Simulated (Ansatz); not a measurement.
# HfN: strain energy, fitted

HfN, Fm-3m, a = 4.502 Å. Ansatz: PBEsol, PAW, 420 eV, Γ-centred 16×16×12 mesh on 4 atoms, Gaussian smearing 0.10 eV; no spin polarisation. Series: biaxial strain in the a-b plane, c and atoms relaxed; x is the strain in per cent. The axes a, b, c are those of the computed cell (3.183, 3.183, 4.502 Å), along [1 1 0], [-1 1 0], [0 0 1] of the cell named above. y is the free energy over the unstrained cell, V0 = 11.404 Å³/atom.

| x (%) | y (meV/atom) |
| --- | --- |
| -4.5 | ? |
| -3.0 | 51.57 |
| -1.5 | 12.45 |
| 0.0 | 0.00 |
| 1.5 | 10.66 |
| 3.0 | 40.57 |
| 4.5 | 86.36 |

Fit y = c2 x² + c3 x³ to the other rows, turn c2 into a modulus, and predict the missing energy.

Least squares on the rows shown. y = 5.1373 x² − 0.19554 x³. In eV per unit strain² c2 is 51.37; M is the biaxial modulus (E = M V0 ε²): 51.37 × 160.2 / (11.404) = 722 GPa. At x = -4.5 the fit asked for gives 121.85 meV/atom. The run gave 121.60 meV/atom, so the fit is 0.25 meV/atom too high, within twice the rms miss on the fitted rows (0.24 meV/atom).

Spin–orbit coupling is left out, which can shift energies with elements as heavy as these.